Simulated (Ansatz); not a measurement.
# Sn (Fd-3m) in Ansatz: convergence with smearing width

Aim: find how far smearing width must go before the results for Sn settle, at PBE. This setting moves, with any that are tied to it; all else stays.

All numbers are computed with Ansatz 0.2.0; they aren't measurements. Logs are shortened: lines on timing, memory, paths and dates and some standing lists are left out, and cuts for length are marked.

### 1 Starting point

The structure is cubic, space group Fd-3m (No. 227). Conventional cell: a = 6.467 Å, b = 6.467 Å, c = 6.467 Å, α = 90.00°, β = 90.00°, γ = 90.00°. Sn (site symmetry -43m) is surrounded by 4 Sn at 2.80 Å.

This isn't the form of Sn at room conditions, which is tetragonal (white tin).

### 2 With smearing width 0.3 eV

The input, input.yaml:

```yaml
crystal:
  lattice:
    - [0.0, 3.2333428, 3.2333428]
    - [3.2333428, 0.0, 3.2333428]
    - [3.2333428, 3.2333428, 0.0]
  atoms:
    - { symbol: Sn, position: [0.75, 0.75, 0.75] }
    - { symbol: Sn, position: [0.5, 0.5, 0.5] }
hamiltonian:
  xc: pbe
  pseudopotentials: { kind: paw }
kpoints:
  mp_grid: { grid: [6, 6, 6] }
scf:
  occupations: { method: methfessel_paxton, width: 0.3 }
output:
  forces: true
  stress: true
  eigenvalues: true
```

Potentials or basis: Ansatz PAW.

Launch:

```console
$ ansatz run input.yaml --threads 2 --pin off --max-ram 5632MiB --backend cpu --events-out ev --progress --plain --runs-dir out
```

Log:

```text
Warning: RAYON_NUM_THREADS=2 ignored (pool sized by the plan → 2); use --threads N
Engine: ansatz 0.2.0, x86_64-unknown-linux-gnu
Pseudopotentials: kind: paw
Pseudopotential: Sn, paw, valence charge 14, recommended cutoff 420 eV (normal), Sn.paw.azcp
Functional definition: PBE
  parameter kappa = 0.804
  parameter beta = 0.06672455060314922
  exchange = pbe_x(kappa = kappa, mu = beta*pi^2/3)
  correlation = pbe_c(beta = beta)
Crystal: 2 atoms, lattice volume = 67.606 Å³
Basis set: ecut = 420 eV, 1363 PW (Γ), exchange–correlation on 64×64×64 points (8 copies of the dense FFT grid, shifted against one another)
Bands: 18, of which v1, the nominal top of the filled ones, is band 14 counted from 1 (13 counted from 0)
Symmetry: 48 space group operations
Space group: Fd-3m (ITA 227), of the structure as read, at distance tolerance 4.1e-5 Å
k-points: 16 of 216
Non-local potential: Sn, projectors of the file, l = 0: 2, l = 1: 2, l = 2: 2, l = 3: 2
PAW form: soft (Blöchl's): semilocal exchange-correlation on the pseudo side does not see the compensation charge
PAW one-centre angular grid: Sn, 590 points (default); XC on 64 Gauss nodes
Initial density: superposition of atomic densities (neutral atoms: chi_scale 0, normalization atom), corrected by the library's trained network
Initial wavefunctions: pseudopotential atomic-orbital guess
Functional: x = pbe(κ = 0.804, μ = 0.2195149727645171), c = pbe(β = 0.06672455060314922)
SCF iter   1: F=—  HF=-12048.323916 eV  |F-HF|=—  |Δ(HF+E_count)|=         —  Δρ=6.72e-4  dr2=1.61e-4  ethr=1.77e-3  ⟨swp⟩=5.3  Hψ=1392  notcnv=0
preconditioner: auto → none  [insulator: Δε(μ)=0.385 eV  Ē_g=20.191 eV  σ=0.300 eV  W_gap=0.77  n_scr=14 (ndim 8)  ℏωp=23.9 eV  f_vac=0.091  D(μ)=0.22/eV (n_scr^D=0)  ε∞_Penn≈2.4]
SCF iter   2: F=—  HF=-12048.322965 eV  |F-HF|=—  |Δ(HF+E_count)|=   9.51e-4  S|Δr|=    0.00e0  Δρ=3.88e-4  dr2=1.07e-4  ethr=5.75e-7  ⟨swp⟩=2.1  Hψ=649  notcnv=0
SCF iter   3: F=—  HF=-12048.323002 eV  |F-HF|=—  |Δ(HF+E_count)|=   3.74e-5  S|Δr|=    0.00e0  Δρ=1.67e-4  dr2=1.62e-5  ethr=3.82e-7  ⟨swp⟩=2.0  Hψ=511  notcnv=0
SCF iter   4: F=—  HF=-12048.323059 eV  |F-HF|=—  |Δ(HF+E_count)|=   5.62e-5  S|Δr|=    0.00e0  Δρ=6.91e-5  dr2=2.58e-6  ethr=5.79e-8  ⟨swp⟩=2.0  Hψ=519  notcnv=0
SCF iter   5: F=—  HF=-12048.323059 eV  |F-HF|=—  |Δ(HF+E_count)|=   5.06e-8  S|Δr|=    0.00e0  Δρ=2.35e-5  dr2=2.87e-7  ethr=9.20e-9  ⟨swp⟩=2.0  Hψ=511  notcnv=0
SCF iter   6: F=-12048.323058 eV  HF=-12048.323059 eV  |F-HF|=1.34e-8  |Δ(HF+E_count)|=   9.94e-8  S|Δr|=    0.00e0  Δρ=5.10e-6  dr2=1.18e-8  ethr=3.57e-10  ⟨swp⟩=5.9  Hψ=1391  notcnv=0
SCF 1 converged in 6 iterations: F = -12048.323058 eV  dr2 = 1.18e-8
SCF converged after 6 iterations
Stability not checked: this state was not tested for a lower state beside it, because cold or Methfessel-Paxton smearing, or corrected tetrahedra, fill the levels in a way that the test cannot read (fill_not_monotonic; see scf.lower_state_search)
Free energy (F): -12048.323058 eV
Harris-Foulkes:  -12048.323059 eV  (|F-HF|=1.34e-8)
Internal energy: -12048.326531 eV  (E = F + TS)
E sigma→0 (E₀):  -12048.323927 eV
Entropy (-TS):   0.003473 eV (1.736 meV/atom)
Fermi energy:    7.899459 eV
--- Per-component energies (eV) ---
  E_band       = -244.455325
  E_kinetic    = 375.411431
  E_local      = -2288.557896  (includes V_loc(G=0)·N_el)
  E_nonlocal   = -63.793270
  E_hartree    = 1320.163448
  E_xc         = -764.276812
  E_vxc        = -191.350309  (∫ρ·V_xc dr)
  E_paw        = -8276.250755  (= ΣΔE_a)
  E_vpaw       = -716.485319  (= ΣTr[D̂ρ^β])
  E_aug_tail   = -0.000001  (compensation charges beyond the density's cutoff)
  E_ewald      = -2351.022677
  E_smearing   = 0.003473  (= −TS)
  E_closure    = 0.000000  (closes the sum)
  Σ components = -12048.323058   (vs F -12048.323058, Δ=0.00e0)
--- Forces (eV/Å), atoms counted from 1 ---
  atom   1  Sn     0.00000000    -0.00000000    -0.00000000
  atom   2  Sn     0.00000000    -0.00000000     0.00000000
  max |Σ_I F_I| component: 5.09e-17 eV/Å
--- Stress (GPa, compression-positive) ---
        3.841830       0.000000      -0.000000
        0.000000       3.841830      -0.000000
        0.000000       0.000000       3.841830
  P = ⅓ Tr σ = 3.8418 GPa (38.418 kbar)
--- Band table (eV; the first three rows and the last of 16) ---
  k-point 0: bands = ["-13.7318", "-13.7318", "-13.7318", "-13.6711", "-13.6711", "-13.3524", "-13.3524", "-13.3524", "-13.3425", "-13.3425", "-2.7035", "7.4138", "8.0588", "8.0588", "8.0588", "10.1319", "10.1319", "10.1319"]
  k-point 1: bands = ["-13.7486", "-13.7486", "-13.7253", "-13.6467", "-13.6467", "-13.3832", "-13.3832", "-13.3607", "-13.3163", "-13.3163", "-2.4337", "5.1784", "7.6080", "7.6080", "8.5585", "10.7047", "10.7047", "11.3613"]
  k-point 2: bands = ["-13.7647", "-13.7647", "-13.7116", "-13.6177", "-13.6177", "-13.4072", "-13.4072", "-13.3781", "-13.2991", "-13.2991", "-1.6917", "2.8333", "7.0466", "7.0466", "8.1605", "11.1929", "11.1929", "13.6508"]
  k-point 15: bands = ["-13.7988", "-13.7988", "-13.6050", "-13.6050", "-13.5092", "-13.5092", "-13.4559", "-13.4559", "-13.2593", "-13.2593", "0.4725", "0.4725", "5.0126", "5.0126", "10.2712", "10.2712", "13.3685", "13.3685"]
```

It took 0.42 s on 2 threads of Intel Xeon 6975P-C (Granite Rapids), shared host; peak memory 0.37 GiB.

What came out:

| Quantity | Value |
| --- | --- |
| Free energy | -12048.3231 eV |
| Pressure | 3.8 GPa |
| Band gap on the k mesh | none (metal or under the smearing width) |

### 3 With smearing width 0.2 eV

Edit input.yaml of step 2 so:

```diff
@@ -14,3 +14,3 @@
 scf:
-  occupations: { method: methfessel_paxton, width: 0.3 }
+  occupations: { method: methfessel_paxton, width: 0.2 }
 output:
```

Potentials or basis: Ansatz PAW.

Launch:

```console
$ ansatz run input.yaml --threads 2 --pin off --max-ram 5632MiB --backend cpu --events-out ev --progress --plain --runs-dir out
```

Run time: 0.42 s. Hardware: 2 threads of Intel Xeon 6975P-C (Granite Rapids), shared host; peak memory 0.36 GiB.

Results:

```yaml
Free_energy: -12048.3240 eV
Pressure: 3.9 GPa
Band_gap_on_the_k_mesh: none (metal or under the smearing width)
```

### 4 With smearing width 0.15 eV

Edit input.yaml of step 3 so:

```diff
@@ -14,3 +14,3 @@
 scf:
-  occupations: { method: methfessel_paxton, width: 0.2 }
+  occupations: { method: methfessel_paxton, width: 0.15 }
 output:
```

Launch:

```console
$ ansatz run input.yaml --threads 2 --pin off --max-ram 5632MiB --backend cpu --events-out ev --progress --plain --runs-dir out
```

Wall time 0.41 s (2 threads of Intel Xeon 6975P-C (Granite Rapids), shared host); peak memory 0.37 GiB.

Results:

* Free energy: -12048.3240 eV
* Pressure: 3.9 GPa
* Band gap on the k mesh: none (metal or under the smearing width)

### 5 With smearing width 0.1 eV

Edit input.yaml of step 4 so:

```diff
@@ -14,3 +14,3 @@
 scf:
-  occupations: { method: methfessel_paxton, width: 0.15 }
+  occupations: { method: methfessel_paxton, width: 0.1 }
 output:
```

Launch:

```console
$ ansatz run input.yaml --threads 2 --pin off --max-ram 5632MiB --backend cpu --events-out ev --progress --plain --runs-dir out
```

It took 0.42 s on 2 threads of Intel Xeon 6975P-C (Granite Rapids), shared host; peak memory 0.36 GiB.

What came out:

* Free energy: -12048.3239 eV
* Pressure: 3.9 GPa
* Band gap on the k mesh: none (metal or under the smearing width)

### 6 With smearing width 0.05 eV

Edit input.yaml of step 5 so:

```diff
@@ -14,3 +14,3 @@
 scf:
-  occupations: { method: methfessel_paxton, width: 0.1 }
+  occupations: { method: methfessel_paxton, width: 0.05 }
 output:
```

Potentials or basis: Ansatz PAW.

Launch:

```console
$ ansatz run input.yaml --threads 2 --pin off --max-ram 5632MiB --backend cpu --events-out ev --progress --plain --runs-dir out
```

Run time: 0.42 s. Hardware: 2 threads of Intel Xeon 6975P-C (Granite Rapids), shared host; peak memory 0.37 GiB.

The run converged. Its results:

```
Free energy            : -12048.3237 eV
Pressure               : 3.9 GPa
Band gap on the k mesh : none (metal or under the smearing width)
```

### 7 With smearing width 0.025 eV

Edit input.yaml of step 6 so:

```diff
@@ -14,3 +14,3 @@
 scf:
-  occupations: { method: methfessel_paxton, width: 0.05 }
+  occupations: { method: methfessel_paxton, width: 0.025 }
 output:
```

Launch:

```console
$ ansatz run input.yaml --threads 2 --pin off --max-ram 5632MiB --backend cpu --events-out ev --progress --plain --runs-dir out
```

Wall time 0.44 s (2 threads of Intel Xeon 6975P-C (Granite Rapids), shared host); peak memory 0.38 GiB.

The run converged. Its results:

```yaml
Free_energy: -12048.3236 eV
Pressure: 3.9 GPa
Band_gap_on_the_k_mesh: none (metal or under the smearing width)
```

### 8 With smearing width 0.01 eV

Edit input.yaml of step 7 so:

```diff
@@ -14,3 +14,3 @@
 scf:
-  occupations: { method: methfessel_paxton, width: 0.025 }
+  occupations: { method: methfessel_paxton, width: 0.01 }
 output:
```

Launch:

```console
$ ansatz run input.yaml --threads 2 --pin off --max-ram 5632MiB --backend cpu --events-out ev --progress --plain --runs-dir out
```

Wall time 0.42 s (2 threads of Intel Xeon 6975P-C (Granite Rapids), shared host); peak memory 0.37 GiB.

It converged, with:

* Free energy: -12048.3235 eV
* Pressure: 3.9 GPa
* Band gap on the k mesh: none (metal or under the smearing width)

### 9 With smearing width 0.005 eV

Edit input.yaml of step 8 so:

```diff
@@ -14,3 +14,3 @@
 scf:
-  occupations: { method: methfessel_paxton, width: 0.01 }
+  occupations: { method: methfessel_paxton, width: 0.005 }
 output:
```

Potentials or basis: Ansatz PAW.

Launch:

```console
$ ansatz run input.yaml --threads 2 --pin off --max-ram 5632MiB --backend cpu --events-out ev --progress --plain --runs-dir out
```

Wall time 0.44 s (2 threads of Intel Xeon 6975P-C (Granite Rapids), shared host); peak memory 0.37 GiB.

Results (log left out):

```
Free energy            : -12048.3235 eV
Pressure               : 3.9 GPa
Band gap on the k mesh : none (metal or under the smearing width)
```

### 10 The series at a glance

```tsv
smearing width	energy less the tightest run, at zero smearing (meV/atom)	pressure (GPa)	SCF cycles	CPU time (s)	peak memory (GiB)
0.3 eV	-0.23	3.84	6	0.71	0.37
0.2 eV	-0.31	3.86	6	0.7	0.36
0.15 eV	-0.21	3.88	6	0.69	0.37
0.1 eV	-0.16	3.89	6	0.7	0.36
0.05 eV	-0.09	3.90	6	0.71	0.37
0.025 eV	-0.04	3.90	6	0.73	0.38
0.01 eV	-0.01	3.90	6	0.71	0.37
0.005 eV	0.00	3.90	6	0.75	0.37
```

Against the tightest run, the energy stays within 1 meV/atom from 0.3 eV on; the pressure stays within 0.1 GPa from 0.3 eV on. Narrower smearing needs a denser k mesh, so at a fixed mesh the narrowest width isn't the most accurate. The tightest run that finished is the yardstick and may itself not be fully converged.
